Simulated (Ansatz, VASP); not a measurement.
**Rh in VASP and in Ansatz**

The input INCAR:

```
  PREC = Accurate
  ENCUT = 520
  EDIFF = 1E-7
  ISMEAR = 0
  SIGMA = 0.05
  LREAL = False
  LASPH = True
  NELM = 100
  ALGO = Normal
  ISIF = 2
  LWAVE = False
  LCHARG = True
  GGA = PE
  LELF = True
  LVHAR = True
  NBANDS = 14
```

File KPOINTS:

```
Automatic mesh
0
Gamma
  8 8 8
```

POSCAR

```
Rh
1.0
    0.0000000000      1.9298298555      1.9298298555
    1.9298298555      0.0000000000      1.9298298555
    1.9298298555      1.9298298555      0.0000000000
Rh
1
Direct
    0.0000000000      0.0000000000      0.0000000000
```

Input for Ansatz:

```yaml
crystal:
  lattice:
    - [0.0, 1.9298298555, 1.9298298555]
    - [1.9298298555, 0.0, 1.9298298555]
    - [1.9298298555, 1.9298298555, 0.0]
  atoms:
    - { symbol: Rh, position: [0.0, 0.0, 0.0] }
basis:
  ecutwfc: 420
  ecutrho_ratio: 4
kpoints:
  mp_grid: { grid: [8, 8, 8] }
hamiltonian:
  xc: pbe
scf:
  occupations: { method: gaussian, width: 0.05 }
output:
  forces: true
  stress: true
  eigenvalues: true
```

Alike in both runs: task single point; functional PBE; k mesh 8 × 8 × 8; occupations gaussian, width 0.05 eV; no spin polarisation.

|  | VASP | Ansatz |
| --- | --- | --- |
| version | VASP 6.6.1 | Ansatz 0.2.0 |
| potentials or method | VASP PAW PBE potentials, release 64 (Rh_pv) | scalar-relativistic, plane waves, PAW |
| plane-wave cutoff (eV) | 520 | 420 |
| valence electrons in the cell | 15 | 17 |

```tsv
	VASP	Ansatz	Ansatz less VASP
gap on the k mesh at the Fermi level (eV)	none	none	-
pressure (GPa)	-4.9	-4.9	-0.05
```

A gap of «none» marks a metal or a gap that the smearing closes. The two sets of potentials don't hold the same shells in valence.
